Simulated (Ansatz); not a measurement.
## Ti₂O: pressure against volume

Ti₂O, P-3m1, a = 2.951 Å, c = 4.814 Å. The structure is a COD entry; whether it is the stable form wasn't checked. Ansatz: r2SCAN, PAW, 500 eV, Γ-centred 18×18×10 mesh on 3 atoms, Gaussian smearing 0.10 eV; no spin polarisation. Shape and atoms are relaxed at each volume; pressure is positive in compression.

| V (Å³/atom) | P (GPa) |
| --- | --- |
| 10.653 | 32.87 |
| 11.016 | 22.63 |
| 11.379 | 13.88 |
| 11.742 | 6.39 |
| 12.105 | -0.01 |
| 12.469 | -5.49 |
| 12.832 | -10.18 |
| 13.316 | ? |

Problem. Take V0 = 12.105 Å³/atom, count pressures from its P0 = -0.01 GPa, fit the third-order Birch–Murnaghan form to the other rows, and predict the missing pressure.

Solution. With the Eulerian strain f = ½[(V0/V)^(2/3) − 1] and y = (P − P0)/[3f(1 + 2f)^(5/2)], the form is the line y = B0 + 1.5 B0 (B0′ − 4) f. Rows (f, y): 0.04446, 199.2; 0.03243, 198.9; 0.02105, 198.4; 0.01025, 197.8; -0.00978, 196.2; -0.01907, 195.9. Means f = 0.01322, y = 197.73; Σ(Δf)² = 0.002987, ΣΔfΔy = 0.1677; the slope is their ratio. y = 197.0 + 56.15 f GPa, so B0 = 197.0 GPa and B0′ = 4 + 2 × (56.15)/(3 × 197.0) = 4.19. At V = 13.316, f = -0.03079, y = 195.27 and P = -15.40 GPa. The run gave -15.39 GPa, so the fit is 0.01 GPa too low, within the rms miss on the fitted rows (0.02 GPa). The form still works here, 22 % of the fitted range beyond its end.

Spin polarisation was left out, and a magnetic state may lie lower.